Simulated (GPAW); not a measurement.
Crystal: CuI (Marshite).

```
I Cu
1.0
     0.00000    3.03150    3.03150
     3.03150    0.00000    3.03150
     3.03150    3.03150    0.00000
I Cu
1 1
Direct
  0.00000 0.00000 0.00000
  0.75000 0.75000 0.75000
```

| Quantity | Value |
| --- | --- |
| Program | GPAW 26.7.0 |
| Task | relaxation of cell and atoms |
| Functional | PBEsol |
| Potentials or basis | PAW data sets generated in the run's folder for this functional |
| Cutoff | 600 eV |
| Basis | pw |
| k mesh | 8 × 8 × 8 |
| Occupations | fermi-dirac, width 0.05 eV |
| Spin | no spin polarisation |

At the start: pressure -1.9 GPa; volume 27.86 Å³/atom.

Task: Where does the relaxation end?

Result: Over 4 steps the energy falls by 7.2 meV/atom and the volume is 26.65 Å³/atom (-4.4 %); space group F-43m (No. 216, to 0.05 Å).

The path:
| step | energy change (eV) | largest force (eV/Å) | pressure (GPa) | volume (Å³) |
| --- | --- | --- | --- | --- |
| 1 | 0.0000 | 0.0000 | -1.93 | 55.72 |
| 2 | -0.0043 | 0.0000 | -1.65 | 55.32 |
| 3 | -0.0143 | 0.0000 | 0.14 | 53.13 |
| 4 | -0.0145 | 0.0000 | -0.01 | 53.29 |

Final structure:
```xyz
2
Lattice="0.0000 2.9868 2.9868 2.9868 0.0000 2.9868 2.9868 2.9868 0.0000" Properties=species:S:1:pos:R:3 pbc="T T T"
I     0.0000    0.0000    0.0000
Cu    4.4802    4.4802    4.4802
```

Caveat: with this Cu data set, volumes or pressures lay over 1.5 % or 2 GPa off other programs in two to four cells of ten; later steps reuse the first step's grids.
